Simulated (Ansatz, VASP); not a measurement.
# P: VASP beside Ansatz

```
CELL_PARAMETERS angstrom
1.72573 0.99635 3.12968
-1.72573 0.99635 3.12968
0.00000 -1.99270 3.12968
ATOMIC_POSITIONS crystal
P 0.76363 0.77121 0.76339
P 0.22196 0.22899 0.22684
```

Change from the starting cell: atoms moved at random, drawn with an rms of 0.05 Å.

Alike in both runs: task single point; functional PBEsol; k mesh 9 × 9 × 9; occupations fermi-dirac, width 0.05 eV; no spin polarisation.

```csv
,VASP,Ansatz
version,VASP 6.6.1,Ansatz 0.2.0
potentials or method,"VASP PAW PBE potentials, release 64 (P)",Ansatz PAW
plane-wave cutoff (eV),520,420
valence electrons in the cell,10,10
```

|  | VASP | Ansatz | Ansatz less VASP |
| --- | --- | --- | --- |
| gap on the k mesh at the Fermi level (eV) | none | none | - |
| pressure (GPa) | -3.4 | -3.4 | -0.02 |
| largest component of the traceless stress (GPa) | 1.53 | 1.62 | +0.091 |
| rms of the force components (eV/Å) | 0.112 | 0.094 | -0.0177 |

Atom by atom the forces differ by 0.018 eV/Å (rms over components). A gap of «none» marks a metal or a gap that the smearing closes.

Caveats: the PAW data sets were made with another functional, which shifts forces and pressure a little (VASP); the PAW data sets come from PBE, with cores solved anew for the run's functional, which leaves a small shift of forces and pressure (Ansatz).
